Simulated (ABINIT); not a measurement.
Crystal: Si2W.

```
CELL_PARAMETERS angstrom
-1.60690 1.60690 3.91495
1.60690 -1.60690 3.91495
1.60690 1.60690 -3.91495
ATOMIC_POSITIONS crystal
W 0.00000 0.00000 0.00000
Si 0.66530 0.66530 0.00000
Si 0.33470 0.33470 0.00000
```

Base run:

```yaml
Program: ABINIT 10.8.3 (patched build)
Functional: LDA
Potentials_or_basis: PseudoDojo NC SR LDA v0.4 stringent
Cutoff: 1578 eV
k_mesh: 9 × 9 × 9
Occupations: fermi-dirac, width 0.05 eV
Spin: no spin polarisation
```

Its results: band gap on the k mesh none (metal or under the smearing width); pressure -6.6 GPa; largest force 0.089 eV/Å.

The run is repeated on the same cell with these changes: functional from LDA to PBEsol; potentials or basis from PseudoDojo NC SR LDA v0.4 stringent to PseudoDojo NC SR PBEsol v0.4.1 standard; cutoff from 1578 eV to 844 eV; valence electrons from 36 to 22. What comes out?

Band gap on the k mesh none (metal or under the smearing width); pressure -2.0 GPa; largest force 0.008 eV/Å.

Caveats: the cutoff is short for stress, so the pressure is rough (some runs).
